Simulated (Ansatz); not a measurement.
Given:

```xyz
2
Lattice="4.3955 0.0000 0.0000 2.1977 3.8066 0.0000 2.1977 -1.2689 3.5551" Properties=species:S:1:pos:R:3 pbc="T T T"
Sb     4.3955     2.5377     0.8839
Al     0.0000     0.0000     0.0049
```

A single point on AlSb with a change (biaxial strain +0.63 %, plane normal [111], relaxed out of plane), its geometry relaxed with r2SCAN.

All numbers come from Ansatz (a first-principles code), HSE06, PAW, cutoff 420 eV, spin-orbit coupling included. Γ-centred 8×8×8 mesh, Fermi–Dirac width 0.01 eV.

**Question.** Predict the band gap and valence-band top at Γ.

**Answer.** The band gap comes out as 1.53 eV and the valence-band top at Γ (three highest Kramers pairs, from the VBM) comes out as 0.00, -0.05, -0.75 eV.

Single points use the geometry relaxed with r2SCAN. HSE06 gaps are upper bounds (no full band path). Whether these cells are dynamically stable was not tested. The cell was made from AlSb in the zinc blende structure (space group F-43m, No. 216) by this change: biaxial strain +0.63 %, plane normal [111], relaxed out of plane.
